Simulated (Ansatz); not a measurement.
**HgTe (F-43m), stationary points along a deformation path**

Method: Ansatz 0.2.0, DFT r2SCAN, scalar-relativistic, plane waves, PAW. The runs took a 500 eV cutoff, a Γ-centred 14×14×14 mesh and Gaussian smearing (0.15 eV). Spin–orbit coupling is left out, which can shift energies with elements as heavy as these. No spin polarisation. Energies are free energies at this smearing, counted from the undisturbed cell; pressure is positive in compression.

The undisturbed cell (as given, not relaxed at this level; it stands at 2.7 GPa):

```
Hg Te
1.0
     0.00000    3.22350    3.22350
     3.22350    0.00000    3.22350
     3.22350    3.22350    0.00000
Hg Te
1 1
Direct
  0.00000 0.00000 0.00000
  0.75000 0.75000 0.75000
```

At fixed volume and fractional coordinates, lengths along (0.000, 0.000, 1.000) are scaled against those across it; ρ is that ratio over its starting value. V = 33.495 Å³/atom. Δσ is the stress along the axis less the mean stress across it (compression positive).

```csv
ρ,ΔE (meV/atom),Δσ (GPa),space group
0.707,67.7,2.36,I-4m2
0.780,39.0,1.86,I-4m2
0.850,19.0,1.46,I-4m2
1.000,0.0,0.00,F-43m
1.200,41.9,-3.73,I-4m2
1.300,96.6,-6.14,I-4m2
1.414,184.0,-8.71,I-4m2
```

How does the stress give the slope of the energy, and where is the energy stationary?

Along the path d ln(length) is 2/3 d ln ρ on the axis and −1/3 d ln ρ across it, so dE/d ln ρ = −(2/3) V Δσ: the energy falls with ρ where Δσ is positive. Δσ vanishes or changes sign at ρ = 1.000 (F-43m), a minimum at 0.0 meV/atom. Pairs of stationary points between two samples would go unseen, and could change a minimum read from distant neighbours into a maximum. At ρ = 1.000 the cell is cubic, where symmetry alone makes the stress isotropic and the slope zero.

In a metal these slopes depend on the k mesh and the smearing.

Cost: 7 runs of about 13 core-minutes in all, on Intel Xeon Processor @ 2.50GHz (Skylake/Cascade Lake) (shared hosts).